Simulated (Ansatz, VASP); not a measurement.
One calculation of WSe2, two programs

The input INCAR:

```
PREC     = Accurate       # precision mode
ENCUT    = 520            # plane-wave cutoff, eV
EDIFF    = 1E-6           # SCF threshold, eV
ISMEAR   = 0              # smearing method
SIGMA    = 0.05           # smearing width, eV
LREAL    = F              # projectors in reciprocal space
LASPH    = T              # aspherical terms in the spheres
NELM     = 60             # most SCF steps
ALGO     = Normal         # electronic algorithm
ISIF     = 2              # what is computed and relaxed
LWAVE    = F              # write WAVECAR
LCHARG   = T              # write CHGCAR
LDIPOL   = T            
IDIPOL   = 3            
DIPOL    = 0.5 0.5 0.393
GGA      = PE             # functional
IVDW     = 12             # dispersion correction
LELF     = T              # ELF
LVHAR    = T            
LVACPOTAV= T            
NBANDS   = 35             # bands
```

File KPOINTS:

```
regular mesh
0
Gamma
  9 9 1
```

Contents of POSCAR:

```
WSe2
1.0
    3.2854926884      0.0000000000      0.0000000000
   -1.6427463442      2.8453201321      0.0000000000
    0.0000000000      0.0000000000     24.2386466672
Se W
4 2
Direct
    0.3333333333      0.6666666667      0.1856539295
    0.3333333333      0.6666666667      0.3246601777
    1.0000000000      1.0000000000      0.4612189569
    1.0000000000      1.0000000000      0.6002252051
    0.6666666667      0.3333333333      0.2551570536
    0.6666666667      1.3333333333      0.5307220810
```

Input for Ansatz:

```yaml
crystal:
  lattice:
    - [3.2854926884, 0.0, 0.0]
    - [-1.6427463442, 2.8453201321, 0.0]
    - [0.0, 0.0, 24.2386466672]
  atoms:
    - { symbol: Se, position: [0.3333333333, 0.6666666667, 0.1856539295] }
    - { symbol: W, position: [0.6666666667, 0.3333333333, 0.2551570536] }
    - { symbol: Se, position: [0.3333333333, 0.6666666667, 0.3246601777] }
    - { symbol: Se, position: [1.0, 1.0, 0.4612189569] }
    - { symbol: W, position: [0.6666666667, 1.3333333333, 0.530722081] }
    - { symbol: Se, position: [1.0, 1.0, 0.6002252051] }
basis:
  ecutwfc: 420
kpoints:
  mp_grid: { grid: [9, 9, 1] }
hamiltonian:
  xc: pbe
  pseudopotentials: { kind: paw, azcp: { folder: soft_1 } }
  dispersion: d3bj
scf:
  occupations: { method: gaussian, width: 0.05 }
output:
  forces: true
  eigenvalues: true
efield:
  axis: 3
  dipole_correction: true
  ramp_width: 0.04
```

Alike in both runs: task single point; functional PBE; dispersion D3(BJ); k mesh 9 × 9 × 1; occupations gaussian, width 0.05 eV; no spin polarisation.

|  | VASP | Ansatz |
| --- | --- | --- |
| version | VASP 6.6.1 | Ansatz 0.2.0 |
| potentials or method | VASP PAW PBE potentials, release 64 (Se, W_sv) | scalar-relativistic, plane waves, PAW |
| plane-wave cutoff (eV) | 520 | 420 |
| valence electrons in the cell | 52 | 92 |

Ansatz gave:

```
gap on the k mesh at the Fermi level (eV) : 1.56
least direct gap on the mesh (eV)         : 1.67
rms of the force components (eV/Å)        : 0.017
```

Question: Estimate VASP's values.

Answer: gap on the k mesh at the Fermi level (eV): 1.56; least direct gap on the mesh (eV): 1.67; rms of the force components (eV/Å): 0.029.

The two sets of potentials don't hold the same shells in valence.

Caveats: spin-orbit coupling is left out, which moves the levels of the heavy elements.
